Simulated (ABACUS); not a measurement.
PbS (Galena):

```
Pb S
1.0
     0.00000    2.96575    2.96575
     2.96575    0.00000    2.96575
     2.96575    2.96575    0.00000
Pb S
1 1
Direct
  0.00000 0.00000 0.00000
  0.50000 0.50000 0.50000
```

Base run:

```yaml
Program: ABACUS 3.10.1
Functional: LDA
Potentials_or_basis: GBRV ultrasoft 1.5 LDA
Cutoff: 544 eV
Density_cutoff: 4354 eV
Basis: plane waves
k_mesh: 6 × 6 × 6
Occupations: fermi-dirac, width 0.05 eV
Spin: no spin polarisation
```

Its results: band gap on the k mesh 0.24 eV, direct; pressure -2.8 GPa.

Task: The run is repeated on the same cell with these changes: functional from LDA to BP86; potentials or basis from GBRV ultrasoft 1.5 LDA to SG15 ONCV 1.2 PBE; cutoff from 544 eV to 857 eV; density cutoff from 4354 eV to 3429 eV. What comes out?

Result: Band gap on the k mesh 0.36 eV, direct; pressure 2.5 GPa.

Caveats: spin-orbit coupling is left out, which as a rule narrows the gap of such compounds by several tenths of an eV; the potentials were made for another functional, which shifts forces and pressure (some runs).

A k mesh can miss the band edges.

Not every run made on this cell is shown here.
